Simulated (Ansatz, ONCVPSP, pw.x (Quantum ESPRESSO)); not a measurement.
**pw.x on fcc Co: one setting changed**

Potential: optimised norm-conserving Vanderbilt (ONCV), ONCVPSP 4.0.1.1 (patched build), PBE; core [Ar], reference 3d7 4s2; waves: 4s: rc 2.50 bohr, ncon 4, nbas 7, qcut 3 1/bohr, 1 projector; p scattering state at 0.25 Ha: rc 2.55 bohr, ncon 4, nbas 7, qcut 2.6 1/bohr, 3 projectors, debl 3 Ha; 3d: rc 1.65 bohr, ncon 4, nbas 9, qcut 10.6 1/bohr, 3 projectors, debl 2.1 Ha; local part: polynomial inside 1.45 bohr (lpopt 3, dvloc0 0 Ha); core correction: Teter function, fcfact 5.25, rcfact 1.35. In the p channel the program set the typed energies aside and used 0.050, 3.050, 6.050 Ha.

The reference run (k-mesh 16³, cutoffs 110/440 Ry, Fermi–Dirac 0.01 Ry, mixing_beta 0.4, conv_thr 1e-9, no spin) gives -0.41 GPa at 10.382 Å³/atom, where all-electron LAPW gives -0.50 GPa. This run, with its own iteration cap, changes nspin = 2 with starting_magnetization to -0.3.

```
&control
  calculation='scf', prefix='x', pseudo_dir='./', outdir='./tmp', tstress=.true., disk_io='none'
/
&system
  ibrav=0, nat=1, ntyp=1, ecutwfc=110, ecutrho=440, nbnd=12,
  occupations='smearing', smearing='fd', degauss=0.01, nspin=2, starting_magnetization(1)=-0.3
/
&electrons
  conv_thr=1e-09, mixing_beta=0.4, electron_maxstep=70
/
ATOMIC_SPECIES
Co 1.0 Co.UPF
CELL_PARAMETERS angstrom
  0.00000000 1.73147813 1.73147813
  1.73147813 0.00000000 1.73147813
  1.73147813 1.73147813 0.00000000
ATOMIC_POSITIONS crystal
Co 0.0000 0.0000 0.0000
K_POINTS automatic
16 16 16 0 0 0
```

```bash
pw.x < Co.scf.in > Co.scf.out
```

Problem. How does the run end?

Solution. It converges in 11 iterations; the free energy moves by -294.5 meV/atom and the pressure by +15.11 GPa.

```
Message from routine setup:
     using ibrav=0 with symmetry is DISCOURAGED, use correct ibrav instead
     lattice parameter (alat)  =       4.6273  a.u.
     unit-cell volume          =      70.0612 (a.u.)^3
     number of electrons       =         9.00
     number of Kohn-Sham states=           12
     kinetic-energy cutoff     =     110.0000  Ry
     charge density cutoff     =     440.0000  Ry
     scf convergence threshold =      1.0E-09
     Exchange-correlation= PBE
     atomic species   magnetization
     number of k points=   145  Fermi-Dirac smearing, width (Ry)=  0.0100
     iteration #  1     ecut=   110.00 Ry     beta= 0.40
     total energy              =     -66.06199602 Ry
     estimated scf accuracy    <       0.01417515 Ry
     total magnetization       =    -1.83 Bohr mag/cell
     absolute magnetization    =     1.84 Bohr mag/cell
     iteration #  2     ecut=   110.00 Ry     beta= 0.40
     total energy              =     -66.07021222 Ry
     estimated scf accuracy    <       0.00284322 Ry
     total magnetization       =    -1.77 Bohr mag/cell
     absolute magnetization    =     1.81 Bohr mag/cell
     iteration #  3     ecut=   110.00 Ry     beta= 0.40
     negative rho (up, down):  1.823E-07 5.060E-07
     total energy              =     -66.07540023 Ry
     estimated scf accuracy    <       0.00105459 Ry
     total magnetization       =    -1.76 Bohr mag/cell
     absolute magnetization    =     1.82 Bohr mag/cell
     [... 5 iterations left out ...]
     iteration #  9     ecut=   110.00 Ry     beta= 0.40
     total energy              =     -66.07680984 Ry
     estimated scf accuracy    <       0.00000016 Ry
     total magnetization       =    -1.72 Bohr mag/cell
     absolute magnetization    =     1.91 Bohr mag/cell
     iteration # 10     ecut=   110.00 Ry     beta= 0.40
     total energy              =     -66.07680987 Ry
     estimated scf accuracy    <          3.0E-09 Ry
     total magnetization       =    -1.72 Bohr mag/cell
     absolute magnetization    =     1.91 Bohr mag/cell
     iteration # 11     ecut=   110.00 Ry     beta= 0.40
     the Fermi energy is    15.4390 ev
!    total energy              =     -66.07680987 Ry
     estimated scf accuracy    <          2.3E-10 Ry
     smearing contrib. (-TS)   =      -0.00454611 Ry
     The total energy is F=E-TS. E is the sum of the following terms:
     one-electron contribution =       4.22311165 Ry
     hartree contribution      =      10.21670991 Ry
     xc contribution           =     -23.76214344 Ry
     ewald contribution        =     -56.74994188 Ry
     total magnetization       =    -1.72 Bohr mag/cell
     absolute magnetization    =     1.91 Bohr mag/cell
     convergence has been achieved in  11 iterations
          total   stress  (Ry/bohr**3)                   (kbar)     P=      147.05
     Message from routine punch:
     Nothing written, as per user request (disk_io='none')
```

The run took about 62 s on one core of a shared host (Neoverse-V1, 32 threads, 124 GiB, load 27).
